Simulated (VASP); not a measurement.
# AlNi₃: convergence, density of states

AlNi₃, Pm-3m (no. 221), 4 atoms in the cell. PBEsol; PAW potentials Ni, Al (PBE set). VASP 6.6.1.

Wanted: density of states by 0.5 eV bins within 20 %; centre of the states within 12 eV below the valence top within 0.1 eV; states at the Fermi level within 20 %.

What the run is for: density of states; Accuracy asked: screening; k mesh of the density: 9 × 9 × 9.

POSCAR:
```
AlNi3
1.0
    3.5230547267      0.0000000000      0.0000000000
    0.0000000000      3.5230547267      0.0000000000
    0.0000000000      0.0000000000      3.5230547267
Ni Al
3 1
Direct
    0.5000000000      0.5000000000      0.0000000000
    0.5000000000      0.0000000000      0.5000000000
    0.0000000000      0.5000000000      0.5000000000
    0.0000000000      0.0000000000      0.0000000000
```

The series start from Plane-wave cutoff (eV): 310; k-point mesh: 10 × 10 × 10; Energy points (NEDOS): 2001; Occupations for the DOS: ISMEAR=-5; Electronic threshold (eV): 1e-6; Precision mode (PREC): Accurate. Each series keeps the choices made before it, and each single choice may use up half of a tolerance. Times cover all steps of a run.

## Plane-wave cutoff (eV)

| Plane-wave cutoff (eV) | Density of states by 0.5 eV bins, largest deviation against the largest value | Centre of the states within 12 eV below the valence top (eV) | States at the Fermi level (states/eV/atom) | Time (s) |
|---|---|---|---|---|
| 220 | 4 % | -2.38 | 1.025 | 29 |
| 270 | 0.54 % | -2.43 | 0.8984 | 35 |
| 310 | 1.4 % | -2.44 | 0.8905 | 53 |
| 350 | 0.27 % | -2.43 | 0.8919 | 40 |
| 430 | 0.047 % | -2.43 | 0.8951 | 45 |
| 540 (reference) | 0 % | -2.43 | 0.8955 | 80 |

Chosen: 270, the loosest value from which every tighter one stays within half of the tolerance.

## k-point mesh

| k-point mesh | Density of states by 0.5 eV bins, largest deviation against the largest value | Centre of the states within 12 eV below the valence top (eV) | States at the Fermi level (states/eV/atom) | Time (s) |
|---|---|---|---|---|
| 4 × 4 × 4 | 11 % | -2.43 | 1.111 | 25 |
| 6 × 6 × 6 | 7.9 % | -2.42 | 0.9587 | 27 |
| 7 × 7 × 7 | 5.4 % | -2.42 | 0.9219 | 28 |
| 9 × 9 × 9 | 3.1 % | -2.42 | 0.9192 | 34 |
| 10 × 10 × 10 | 2.2 % | -2.43 | 0.8984 | 35 |
| 12 × 12 × 12 | 2.6 % | -2.43 | 0.8737 | 40 |
| 15 × 15 × 15 | 1.3 % | -2.43 | 0.8842 | 54 |
| 18 × 18 × 18 | 1.4 % | -2.43 | 0.8799 | 69 |
| 23 × 23 × 23 (reference) | 0 % | -2.43 | 0.8724 | 112 |

Chosen: 6 × 6 × 6.

## Energy points (NEDOS)

| Energy points (NEDOS) | Density of states by 0.5 eV bins, largest deviation against the largest value | Centre of the states within 12 eV below the valence top (eV) | States at the Fermi level (states/eV/atom) | Time (s) |
|---|---|---|---|---|
| 301 | 5.8 % | -2.42 | 0.9669 | 24 |
| 501 | 1.4 % | -2.42 | 0.9553 | 24 |
| 1001 | 0.52 % | -2.41 | 0.9664 | 24 |
| 2001 | 0.33 % | -2.42 | 0.9587 | 27 |
| 4001 (reference) | 0 % | -2.41 | 0.9619 | 23 |

Chosen: 301.

## Occupations for the DOS

| Occupations for the DOS | Density of states by 0.5 eV bins, largest deviation against the largest value | Centre of the states within 12 eV below the valence top (eV) | States at the Fermi level (states/eV/atom) | Time (s) |
|---|---|---|---|---|
| ISMEAR=-5 | 0 % | -2.42 | 0.9669 | 24 |
| ISMEAR=-4 | 0 % | -2.42 | 0.9669 | 22 |
| ISMEAR=0 SIGMA=0.05 | 4.7 % | -2.42 | 0.8853 | 23 |
| ISMEAR=0 SIGMA=0.1 | 4.7 % | -2.42 | 0.9285 | 22 |
| ISMEAR=-15 SIGMA=0.025 | 0.13 % | -2.42 | 0.9656 | 25 |
| ISMEAR=1 SIGMA=0.1 | 4.7 % | -2.43 | 0.9002 | 25 |

Chosen: ISMEAR=-5; no other choice that stays within half of the tolerance saves 30 % of the time.

## Electronic threshold (eV)

| Electronic threshold (eV) | Density of states by 0.5 eV bins, largest deviation against the largest value | Centre of the states within 12 eV below the valence top (eV) | States at the Fermi level (states/eV/atom) | Time (s) |
|---|---|---|---|---|
| 0.001 | 0.62 % | -2.42 | 0.9652 | 18 |
| 0.0001 | 1.5 % | -2.41 | 0.9667 | 20 |
| 1e-5 | 0.36 % | -2.42 | 0.968 | 23 |
| 1e-6 (reference) | 0 % | -2.42 | 0.9669 | 24 |

Chosen: 0.001.

## Precision mode (PREC)

| Precision mode (PREC) | Density of states by 0.5 eV bins, largest deviation against the largest value | Centre of the states within 12 eV below the valence top (eV) | States at the Fermi level (states/eV/atom) | Time (s) |
|---|---|---|---|---|
| Normal | 0.071 % | -2.42 | 0.965 | 11 |
| Accurate (reference) | 0 % | -2.42 | 0.9652 | 18 |

Chosen: Normal.

## All choices together

| Input | Density of states by 0.5 eV bins, largest deviation against the largest value | Centre of the states within 12 eV below the valence top (eV) | States at the Fermi level (states/eV/atom) | Time (s) |
|---|---|---|---|---|
| defaults for smearing, thresholds and mesh (naive) | 11 % | -2.48 | 1.054 | 29 |
| chosen settings | 10 % | -2.42 | 0.965 | 11 |
| reference settings throughout | 0 % | -2.43 | 0.8553 | 250 |

The tolerance is met.

## The input

INCAR.step1:
```
  ALGO = Normal
  EDIFF = 0.001
  ENCUT = 270
  GGA = PS
  GGA_COMPAT = F
  ISMEAR = 1
  ISPIN = 2
  KPAR = 2
  LASPH = T
  LCHARG = T
  LMAXMIX = 4
  LORBIT = 11
  LREAL = F
  LWAVE = F
  MAGMOM = 1 1 1 0
  NBANDS = 42
  NELM = 200
  PREC = Normal
  SIGMA = 0.1
```

INCAR.step2, as INCAR.step1 but for:
```
- ISMEAR = 1
- LCHARG = T
- SIGMA = 0.1
+ EMAX = 17.773
+ EMIN = -7.227
+ ICHARG = 11
+ ISMEAR = -5
+ LCHARG = F
+ NEDOS = 301
```

KPOINTS.step1:
```
k-points
0
Gamma
  9 9 9
```

KPOINTS.step2:
```
Automatic mesh
0
Gamma
  6 6 6
  0 0 0
```

Commands (each step's output is kept before the next begins):
```
cat potpaw_PBE.64/Ni/POTCAR potpaw_PBE.64/Al/POTCAR > POTCAR
cp INCAR.step1 INCAR
cp KPOINTS.step1 KPOINTS
mpirun -np 2 vasp_std > vasp.out
cp INCAR.step2 INCAR
cp KPOINTS.step2 KPOINTS
mpirun -np 2 vasp_std > vasp.out
```

Limits: The moments start parallel; another order may lie lower.

The chosen input took VASP 6.6.1 11 s on 2 cores (Intel Xeon Platinum 8488C (Sapphire Rapids)), a shared host.
